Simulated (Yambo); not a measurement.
# AlN (F-43m) in Yambo: a series of runs

The runs below take AlN through G0W0 quasiparticle levels, optical spectrum, with PBE.

Everything below comes from runs of Yambo 5.3.0. Logs are shortened: lines on timing, memory, paths and dates and some standing lists are left out, and cuts for length are marked.

## 1. Starting point

Symmetry: F-43m, No. 216, cubic system. Conventional cell: a = 4.368 Å, b = 4.368 Å, c = 4.368 Å, α = 90.00°, β = 90.00°, γ = 90.00°. Al (site symmetry -43m) is surrounded by 4 N at 1.89 Å. N (site symmetry -43m) is surrounded by 4 Al at 1.89 Å.

Measurements of this composition are mostly on another form, of space group No. 186.

## 2. G0W0 quasiparticle levels, PBE

g0w00.in reads:

```
gw0
dyson
el_el_corr
rim_cut
HF_and_locXC
ppa
em1d
RandQpts= 1000000
RandGvec= 50 RL
EXXRLvcs= 70 Ry
VXCRLvcs= 70 Ry
Chimod= "HARTREE"
% BndsRnXp
 1 | 128 |
%
NGsBlkXp= 12 Ry
% LongDrXp
 1 | 1 | 1 |
%
PPAPntXp= 27.21138 eV
% GbndRnge
 1 | 128 |
%
GTermKind= "BG"
DysSolver= "n"
ExtendOut
% QPkrange
 1 | 1 | 7 | 10 |
 13 | 13 | 7 | 10 |
%
```

scf.in reads:

```
&CONTROL
  calculation = 'scf'
  prefix = 'pwscf'
  outdir = './tmp'
  pseudo_dir = './pseudo'
/
&SYSTEM
  ibrav = 0
  nat = 2
  ntyp = 2
  ecutwfc = 70
  nbnd = 14
  occupations = 'smearing'
  smearing = 'fd'
  degauss = 0.00367493
  force_symmorphic = .true.
/
&ELECTRONS
  conv_thr = 4d-10
  electron_maxstep = 120
  mixing_beta = 0.5
/
ATOMIC_SPECIES
Al    26.9815 Al_ONCV_PBE-1.2.upf
N     14.0070 N_ONCV_PBE-1.2.upf
CELL_PARAMETERS angstrom
   0.0000000000    2.1839935596    2.1839935596
   2.1839935596    0.0000000000    2.1839935596
   2.1839935596    2.1839935596    0.0000000000
ATOMIC_POSITIONS crystal
Al     0.0000000000    0.0000000000    0.0000000000
N      0.2500000000    0.2500000000    0.2500000000
K_POINTS automatic
10 10 10 0 0 0
```

nscf.in reads:

```
&CONTROL
  calculation = 'nscf'
  prefix = 'pwscf'
  outdir = './tmp'
  pseudo_dir = './pseudo'
/
&SYSTEM
  ibrav = 0
  nat = 2
  ntyp = 2
  ecutwfc = 70
  nbnd = 128
  occupations = 'fixed'
  force_symmorphic = .true.
/
&ELECTRONS
  conv_thr = 1d-08
  diago_full_acc = .true.
  diago_thr_init = 1d-06
/
ATOMIC_SPECIES
Al    26.9815 Al_ONCV_PBE-1.2.upf
N     14.0070 N_ONCV_PBE-1.2.upf
CELL_PARAMETERS angstrom
   0.0000000000    2.1839935596    2.1839935596
   2.1839935596    0.0000000000    2.1839935596
   2.1839935596    2.1839935596    0.0000000000
ATOMIC_POSITIONS crystal
Al     0.0000000000    0.0000000000    0.0000000000
N      0.2500000000    0.2500000000    0.2500000000
K_POINTS automatic
6 6 6 0 0 0
```

Potentials or basis: SG15 PBE 1.2.

Command:

```bash
> OMP_NUM_THREADS=1 pw.x -in scf.in > scf.out
> OMP_NUM_THREADS=1 pw.x -in nscf.in > nscf.out
> cd tmp/pwscf.save; p2y; mv SAVE ../..; cd ../..
> OMP_NUM_THREADS=1 yambo
> OMP_NUM_THREADS=1 yambo -F g0w00.in -J g0w00 -C g0w00_out
```

Yambo's report:

```text
[... sections 02.01 to 02.04 as in the set-up run ...]

  [02.05] Energies & Occupations
  ==============================

  [X] === General ===
  [X] Electronic Temperature                        :  0.000000  0.000000 [eV K]
  [X] Bosonic    Temperature                        :  0.000000  0.000000 [eV K]
  [X] Finite Temperature mode                       : no
  [X] El. density                                   :  0.76796E+24 [cm-3]
  [X] Fermi Level                                   :  9.342018 [eV]

  [X] === Gaps and Widths ===
  [X] Conduction Band Min                           :  3.339379 [eV]
  [X] Valence Band Max                              :  0.000000 [eV]
  [X] Filled Bands                                  :   8
  [X] Empty Bands                                   :    9  128
  [X] Direct Gap                                    :  4.200844 [eV]
  [X] Direct Gap localized at k                     :  1
  [X] Indirect Gap                                  :  3.339379 [eV]
  [X] Indirect Gap between kpts                     :   1  13
  [X] Last valence band width                       :  2.511361 [eV]
  [X] 1st conduction band width                     :  4.658449 [eV]

 [03] Transferred momenta grid and indexing
 ==========================================

 IBZ Q-points                                      :  16
 BZ  Q-points                                      :  216

 K/Q-points units:
 rlu = crystal or reduced units; cc = cartesian coordinates; iku = interal k-units

 Q [ 1]         [rlu]:  0.000000  0.000000  0.000000
 Q [ 2]         [rlu]:  0.37242E-17  0.37242E-17  0.16667
 Q [ 3]         [rlu]:  0.74483E-17  0.74483E-17  0.33333
 Q [ 4]         [rlu]:  0.10596E-16  0.10596E-16 -0.50000
 Q [ 5]         [rlu]:  0.11424E-17  0.16667      0.16667
 Q [ 6]         [rlu]:  0.37242E-17  0.16667      0.33333
 Q [ 7]         [rlu]:  0.16156E-16  0.16667      0.50000
 Q [ 8]         [rlu]:  0.10596E-16  0.16667     -0.33333
 Q [ 9]         [rlu]: -0.74483E-17  0.16667     -0.16667
 Q [10]         [rlu]:  0.22848E-17  0.33333      0.33333
 Q [11]         [rlu]:  0.80778E-17  0.33333      0.50000
 Q [12]         [rlu]:  0.25179E-17  0.33333     -0.33333
 Q [13]         [rlu]: -0.39890E-16 -0.50000     -0.50000
 Q [14]         [rlu]:  0.166667  0.333333  0.500000
 Q [15]         [rlu]:  0.166667  0.333333 -0.333333
 Q [16]         [rlu]:  0.166667 -0.500000 -0.333333

 [04] Coloumb potential Random Integration (RIM)
 ===============================================

  [04.01] RIM initialization
  ==========================

  * Diagonal components only detected *

  8 x (sBL volume)        :  0.065342 [a.u.]
  sBZ random points       :  1000000
  Points outside the sBZ  :   7996195
  RL volume               :  1.764245 [a.u.]
  Integrated volume       :  1.765085 [a.u.]

  [04.02] RIM integrals
  =====================

  Gamma point sphere radius             :  0.073060 [a.u.]
  Points outside the sphere             :   799659
  [Int_sBZ(q=0) 1/q^2]*(Vol_sBZ)^(-1/3) =:  7.764404
                                 should be <:  7.795600
  [WR./g0w00//ndb.RIM]------------------------------------------------------------
   Brillouin Zone Q/K grids (IBZ/BZ)                :   16  216   16  216
   Coulomb cutoff potential                         : none
   Coulombian RL components                         :   51
   Coulombian diagonal components                   : yes
   RIM random points                                :  1000000
   RIM  RL volume             [a.u.]                :  1.765085
   Real RL volume             [a.u.]                :  1.764245
   Eps^-1 reference component                       : 0
   Eps^-1 components                                :  0.000000  0.000000  0.000000
   RIM anysotropy factor                            :  0.000000

  Summary of Coulomb integrals for non-metallic bands |Q|[au] RIM/Bare

  Q [1] 0.100000E-4 0.995998 * Q [2] 0.219740 1.065683
  Q [5] 0.253734 1.065194 * Q [9] 0.358834 1.026119
  Q [6] 0.420770 1.019967 * Q [3] 0.439480 1.017314
  Q [10] 0.507468 1.014132 * Q [8] 0.553000 1.010838
  Q [14] 0.567366 1.011005 * Q [7] 0.621518 1.009135
  Q [11] 0.659220 1.008371 * Q [4] 0.659220 1.007575
  Q [12] 0.717668 1.006648 * Q [15] 0.750555 1.006102
  Q [13] 0.761202 1.005892 * Q [16] 0.802377 1.005337

 [05] Dipoles
 ============

  [05.01] Setup: observables and procedures
  =========================================

  [WF-Oscillators/G space/Transverse up loader] Normalization (few states)  min/max  :  0.46220E-16   1.0000

  [WR./g0w00//ndb.dipoles]--------------------------------------------------------
   Brillouin Zone Q/K grids (IBZ/BZ)                :   16  216   16  216
   RL vectors                                       :  1893 [WF]
[... 43 lines left out ...]
  PPA Im  energy                                   :  27.21138 eV
 [X-CG] R(p) Tot o/o(of R):   36162  207360     100
 [WR./g0w00//ndb.pp_fragment_2]--------------------------------------------------
  PPA Im  energy                                   :  27.21138 eV
 [X-CG] R(p) Tot o/o(of R):   35173  207360     100
 [X-CG] R(p) Tot o/o(of R):   22087  207360     100
 [X-CG] R(p) Tot o/o(of R):   32675  207360     100
 [X-CG] R(p) Tot o/o(of R):   53568  207360     100
 [X-CG] R(p) Tot o/o(of R):   50591  207360     100
 [X-CG] R(p) Tot o/o(of R):   48270  207360     100
 [X-CG] R(p) Tot o/o(of R):   44243  207360     100
 [X-CG] R(p) Tot o/o(of R):   32293  207360     100
 [X-CG] R(p) Tot o/o(of R):   50679  207360     100
 [X-CG] R(p) Tot o/o(of R):   42147  207360     100
 [X-CG] R(p) Tot o/o(of R):   21371  207360     100
 [X-CG] R(p) Tot o/o(of R):   53860  207360     100
 [X-CG] R(p) Tot o/o(of R):   52381  207360     100
 [X-CG] R(p) Tot o/o(of R):   43313  207360     100

 [07] Local Exchange-Correlation + Non-Local Fock
 ================================================

 [VXC] Plane waves :  1459
 [EXS] Plane waves :  1459

 QP @ state[ 1 ] K range:  1  1
 QP @ state[ 1 ] b range:   7  10
 QP @ state[ 2 ] K range:  13  13
 QP @ state[ 2 ] b range:   7  10

 [xc] Functional : Perdew, Burke & Ernzerhof(X)+Perdew, Burke & Ernzerhof(C)
 [xc] LIBXC used to calculate xc functional
 [WR./g0w00//ndb.HF_and_locXC]---------------------------------------------------
  Brillouin Zone Q/K grids (IBZ/BZ)                :   16  216   16  216
  RL vectors                                       :  1893 [WF]
  Fragmentation                                    : no
  Electronic Temperature                           :  0.000000 [K]
  Bosonic    Temperature                           :  0.000000 [K]
  Green`s function   wavefunctions                 : Perdew, Burke & Ernzerhof(X)+Perdew, Burke & Ernzerhof(C)
  Total number of QP states                        :   8
  Exchange RL vectors                              :  1459
  Exchange summation bands                         :   8
  RIM RL components                                :   51
  RIM random points                                :  1000000

 [xc] E_xc :  -10.49175 [Ha]
      E_xc :  -20.98350 [Ry]

  Local XC kind (lXC) : Perdew, Burke & Ernzerhof(X)+Perdew, Burke & Ernzerhof(C)
  Non-Local XC kind (nlXC) : Hartree-Fock

  Corrections @ K [1] :  [eV]
 <7|nlXC|7> = -21.12240  0.90709E-17 <7|lXC|7> = -17.16833  0.000000
 <8|nlXC|8> = -21.12240 -0.89469E-17 <8|lXC|8> = -17.16833 -0.37763E-15
 <9|nlXC|9> = -8.724350  0.27145E-17 <9|lXC|9> = -13.10343 -0.47204E-16
 <10|nlXC|10> = -5.852712  0.69752E-18 <10|lXC|10> = -12.42041 -0.18882E-15

  Corrections @ K [13] :  [eV]
 <7|nlXC|7> = -20.51959  0.71216E-17 <7|lXC|7> = -16.04032 -0.59005E-16
 <8|nlXC|8> = -20.51959 -0.75480E-17 <8|lXC|8> = -16.04032 -0.18882E-15
 <9|nlXC|9> = -5.652787  0.24470E-17 <9|lXC|9> = -9.918728 -0.23602E-16
 <10|nlXC|10> = -5.847851  0.16274E-17 <10|lXC|10> = -10.98655 -0.70806E-16

 [08] Dyson equation: Newton solver
 ==================================

 [WARNING] Response block size in GW reduced to 137     RL (6953    mHa)

  [08.01] G0W0 (W PPA)
  ====================

  [  GW  ] Bands range     :    1  128
  [GW/PPA] G damping       :  0.100000 [eV]

  QP @ state[ 1 ] K range:  1  1
  QP @ state[ 1 ] b range:   7  10
  QP @ state[ 2 ] K range:  13  13
  QP @ state[ 2 ] b range:   7  10
[... 51 lines left out ...]
   :: Time ordering fails/rest    :  0.500041
   :: Mean rel dev of PP cond     :  0.355666
   Current Q-pt index             :  14
   :: PP condition fails/total    :  0.360168
   :: Time ordering fails/rest    :  0.499792
   :: Mean rel dev of PP cond     :  0.360236
   Current Q-pt index             :  15
   :: PP condition fails/total    :  0.356119
   :: Time ordering fails/rest    :  0.500041
   :: Mean rel dev of PP cond     :  0.356184
   Current Q-pt index             :  16
   :: PP condition fails/total    :  0.364857
   :: Time ordering fails/rest    :  0.500713
   :: Mean rel dev of PP cond     :  0.364926

  [08.02] QP properties and I/O
  =============================

  Legend (energies in eV)
  - B  : Band       - Eo  : bare energy
  - E  : QP energy  - Z   : Renormalization factor
  - So : Sc(Eo)     - S   : Sc(E)
  - dSp: Sc derivative precision

  - lXC: Local XC (Perdew, Burke & Ernzerhof(X)+Perdew, Burke & Ernzerhof(C))
  -nlXC: non-Local XC (Hartree-Fock)

  QP [eV] @ K [1] (iku):  0.000000  0.000000  0.000000
   B=7 Eo= -0.00 E= -0.98 E-Eo= -0.98 Re(Z)=0.80 Im(Z)=-0.111027E-2 nlXC= -21.1224 lXC= -17.1683 So=  2.72719
   B=8 Eo=  0.00 E= -0.98 E-Eo= -0.98 Re(Z)=0.80 Im(Z)=-0.111014E-2 nlXC= -21.1224 lXC= -17.1683 So=  2.72675
   B=9 Eo=  4.20 E=  4.58 E-Eo=  0.38 Re(Z)=0.82 Im(Z)=-0.953426E-3 nlXC= -8.72435 lXC= -13.1034 So= -3.91609
   B=10 Eo= 12.59 E= 13.75 E-Eo=  1.16 Re(Z)=0.84 Im(Z)= 0.276637E-4 nlXC= -5.85271 lXC= -12.4204 So= -5.18208

  QP [eV] @ K [13] (iku): -0.500000  0.000000  0.000000
   B=7 Eo= -1.79 E= -2.92 E-Eo= -1.13 Re(Z)=0.79 Im(Z)=-0.124256E-2 nlXC= -20.5196 lXC= -16.0403 So=  3.05306
   B=8 Eo= -1.79 E= -2.91 E-Eo= -1.12 Re(Z)=0.79 Im(Z)=-0.124250E-2 nlXC= -20.5196 lXC= -16.0403 So=  3.06411
   B=9 Eo=  3.34 E=  3.69 E-Eo=  0.35 Re(Z)=0.84 Im(Z)=-0.900559E-3 nlXC= -5.65279 lXC= -9.91873 So= -3.84868
   B=10 Eo=  8.67 E=  9.17 E-Eo=  0.49 Re(Z)=0.84 Im(Z)=-0.101191E-1 nlXC= -5.84785 lXC= -10.9866 So= -4.55307

  [WR./g0w00//ndb.QP]-------------------------------------------------------------
   Lattice constants                                :  4.127150  4.127150  4.127150
   Coulomb cutoff potential                         : none
   Electronic Temperature                           :  0.000000 [K]
   Bosonic    Temperature                           :  0.000000 [K]
   Green`s function   energies                      : Perdew, Burke & Ernzerhof(X)+Perdew, Burke & Ernzerhof(C)
   wavefunctions                                    : Perdew, Burke & Ernzerhof(X)+Perdew, Burke & Ernzerhof(C)
   PPA    diel. fun.  energies                      : Perdew, Burke & Ernzerhof(X)+Perdew, Burke & Ernzerhof(C)
   wavefunctions                                    : Perdew, Burke & Ernzerhof(X)+Perdew, Burke & Ernzerhof(C)
   QP tot states                                    :   8
   GW solver                                        : Newton
   GW approximation                                 : PPA
   PPA imaginary Energy                             :  27.21138 ev
   RIM G`s                                          :   51
   RIM random pts                                   :  1000000
   dS/dw steps                                      :  2
   dS/dw step                                       :  0.100000 ev
   X G`s                                            :  137 used
   X G`s                                            :  137 disk
   X bands                                          :    1  128
   X poles                                          :  100.0000 o/o
   X e/h E range                                    : -1.000000 -1.000000 ev
   X Hxc Kernel                                     : HARTREE
   X BZ energy Double Grid                          : no
   X Optical Averaged directions                    : none
   Sc/G bands                                       :    1  128
   Sc/G damping                                     :  0.100000 ev
   Sc bands terminator                              : yes
   Sc terminator kind                               : BG
   Sc Terminator pole                               :  40.81708
   Sx RL components                                 :  1459

   QP @ state[ 1 ] K range                          :  1  1
   QP @ state[ 1 ] b range                          :   7  10
   QP @ state[ 2 ] K range                          :  13  13
   QP @ state[ 2 ] b range                          :   7  10
   GF energies kind                                 : Perdew, Burke & Ernzerhof(X)+Perdew, Burke & Ernzerhof(C)
   GF WF`s kind                                     : Perdew, Burke & Ernzerhof(X)+Perdew, Burke & Ernzerhof(C)
   Xs energies kind                                 : Perdew, Burke & Ernzerhof(X)+Perdew, Burke & Ernzerhof(C)
   Xs WF`s kind                                     : Perdew, Burke & Ernzerhof(X)+Perdew, Burke & Ernzerhof(C)
```

Run time: 8.7 min. Hardware: 1 thread of Arm Neoverse V2, shared host; peak memory 0.43 GiB.

Results:

```yaml
Band_gap_on_the_k_mesh_mean-field_level: 3.34 eV, indirect (least direct gap 4.20 eV)
Quasiparticle_gap: 4.67 eV
Least_direct_quasiparticle_gap: 5.56 eV
Quasiparticle_gap_at_Γ: 5.56 eV
Band_gap_of_the_same_states_before_the_correction: 3.34 eV
```

Quasiparticle terms (eV):
```
                k point  band  Kohn-Sham level     Vxc      Σx     Σc     Z  result
  (0.000, 0.000, 0.000)     7             0.00  -17.17  -21.12   2.73  0.80   -0.98
  (0.000, 0.000, 0.000)     8             0.00  -17.17  -21.12   2.73  0.80   -0.98
  (0.000, 0.000, 0.000)     9             4.20  -13.10   -8.72  -3.92  0.82    4.58
  (0.000, 0.000, 0.000)    10            12.59  -12.42   -5.85  -5.18  0.84   13.75
(0.000, -0.500, -0.500)     7            -1.79  -16.04  -20.52   3.05  0.79   -2.92
(0.000, -0.500, -0.500)     8            -1.79  -16.04  -20.52   3.06  0.79   -2.91
(0.000, -0.500, -0.500)     9             3.34   -9.92   -5.65  -3.85  0.84    3.69
(0.000, -0.500, -0.500)    10             8.67  -10.99   -5.85  -4.55  0.84    9.17
```

Caveat: this version prints the column dSc/dw multiplied by 27.2; the terminator is approximate in this version, by hundredths of an eV. A k mesh can miss the band edges.

(Part 1 of 2 ends here.)
